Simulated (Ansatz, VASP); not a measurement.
**GdN: VASP beside Ansatz**

File INCAR:

```
PREC     = Accurate       # precision mode
ENCUT    = 520            # plane-wave cutoff, eV
EDIFF    = 1E-6           # SCF threshold, eV
ISMEAR   = 0              # smearing method
SIGMA    = 0.05           # smearing width, eV
LREAL    = F              # projectors in reciprocal space
LASPH    = T              # aspherical terms in the spheres
NELM     = 150            # most SCF steps
ALGO     = Normal         # electronic algorithm
ISIF     = 2              # what is computed and relaxed
LWAVE    = F              # write WAVECAR
LCHARG   = T              # write CHGCAR
ISPIN    = 2              # spin polarisation
MAGMOM   = 7.63 0         # initial moments
LORBIT   = 11             # projections on sites
LMAXMIX  = 6              # l up to which the mixer works
LDAU     = T              # DFT+U
LDAUTYPE = 2            
LDAUL    = 3 -1           # shell
LDAUU    = 6 0            # U, eV
LDAUJ    = 0 0          
LDAUPRINT= 1            
GGA      = PE             # functional
LELF     = T              # ELF
LVHAR    = T            
NBANDS   = 22             # bands
```

File KPOINTS:

```
Automatic mesh
0
Gamma
  10 10 10
```

The input POSCAR:

```
GdN
1.0
    0.0000000000      2.5010138454      2.5010138454
    2.5010138454      0.0000000000      2.5010138454
    2.5010138454      2.5010138454      0.0000000000
Gd N
1 1
Direct
    0.0000000000      0.0000000000      0.0000000000
    0.5000000000      0.5000000000      0.5000000000
```

Input for Ansatz:

```yaml
crystal:
  lattice:
    - [0.0, 2.5010138454, 2.5010138454]
    - [2.5010138454, 0.0, 2.5010138454]
    - [2.5010138454, 2.5010138454, 0.0]
  atoms:
    - { symbol: Gd, position: [0.0, 0.0, 0.0], spin: 7.63 }
    - { symbol: "N", position: [0.5, 0.5, 0.5] }
basis:
  ecutwfc: 420
  ecutrho_ratio: 4
kpoints:
  mp_grid: { grid: [10, 10, 10] }
  band_path:
    path:
      - [[0.0, 0.0, 0.0], [0.5, 0.0, 0.5], [0.625, 0.25, 0.625]]
      - [[0.375, 0.375, 0.75], [0.0, 0.0, 0.0], [0.5, 0.5, 0.5], [0.5, 0.25, 0.75], [0.5, 0.0, 0.5]]
    npoints: 14
hamiltonian:
  xc: pbe
  hubbard: { sites: [{ species: Gd, l: f, u_eff: 6.0 }] }
scf:
  occupations: { method: gaussian, width: 0.05 }
  lower_state_search: "off"
  n_extra_bands: 16
output:
  forces: true
  stress: true
  eigenvalues: true
  populations: true
  hubbard: { sites: [{ species: Gd, l: f }] }
  dos: { projected: true, de: 0.02, nscf_kmesh: { grid: [15, 15, 15] } }
  bader: true
magnetization:
  spin_polarized: true
checkpoint:
  read: start.run
  write: ck
  compress: false
  write_wavefunctions: false
  write_every: 100000
```

Alike in both runs: task single point; functional PBE; k mesh 10 × 10 × 10; occupations gaussian, width 0.05 eV; collinear spin; Hubbard terms Gd f U = 6.0 eV.

|  | VASP | Ansatz |
| --- | --- | --- |
| version | VASP 6.6.1 | Ansatz 0.2.0 |
| potentials or method | VASP PAW PBE potentials, release 64 (Gd, N) | scalar-relativistic, plane waves, PAW |
| plane-wave cutoff (eV) | 520 | 420 |
| valence electrons in the cell | 23 | 23 |

Ansatz gave:

* gap on the k mesh at the Fermi level (eV): none
* pressure (GPa): 0.0
* net moment per atom (μB): 3.50
* size of the moment on the site where the two differ most (μB): 6.94

Task: Estimate VASP's values.

Result: gap on the k mesh at the Fermi level (eV): none; pressure (GPa): 0.3; net moment per atom (μB): 3.50; size of the moment on the site where the two differ most (μB): 6.87.

Site moments also hang on the region over which each program counts them. The programs project onto different local orbitals, so the same U acts differently. A gap of «none» marks a metal or a gap that the smearing closes. Ansatz warned: «filled_band_counts_differ_across_k_points».

Caveats: spin-orbit coupling is left out, which moves the levels of the heavy elements; a cell with one magnetic atom can't hold antiferromagnetic order, which such compounds often take. The state reached can hang on the start; a lower one may exist.
